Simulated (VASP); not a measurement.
GaN (strained rocksalt): one r²SCAN single-point calculation in two programs

```
Ga N
1.0
     0.00000    2.10852    2.10852
     2.02945    0.00000    2.10852
     2.02945    2.10852    0.00000
Ga N
1 1
Direct
  0.00000 0.00000 0.00000
  0.50000 0.50000 0.50000
```

The two codes use different PAW datasets and cutoffs. VASP's cell holds 18 valence electrons and Ansatz's 18. Ansatz's stress includes a Pulay correction; VASP's doesn't.

Cutoffs: 520 eV in VASP, 500 eV in Ansatz. k meshes: 10×10×10 and 10×10×10.

```csv
,VASP,Ansatz
gap between bands v and c,1.14 eV,1.17 eV
least direct gap,3.82 eV,3.79 eV
pressure,12.4 GPa,10.8 GPa
```

Band v is the last that the valence electrons fill when counted band by band, and c is the next. Levels in eV from the top of v, Ansatz:

```
point    v−1      v     c    c+1
    Γ  -0.48  -0.48  3.31  15.50
    X  -3.51  -2.95  1.57   8.68
    K  -6.03  -2.20  4.22  10.06
    L  -0.32  -0.11  5.51   9.68
    W  -5.59  -4.99  6.49  11.46
```

VASP:

```csv
point,v−1,v,c,c+1
Γ,-0.49,-0.49,3.33,15.62
X,-3.52,-2.96,1.54,8.71
K,-6.03,-2.20,4.21,10.06
L,-0.31,-0.10,5.50,9.66
W,-5.59,-5.00,6.47,11.46
```
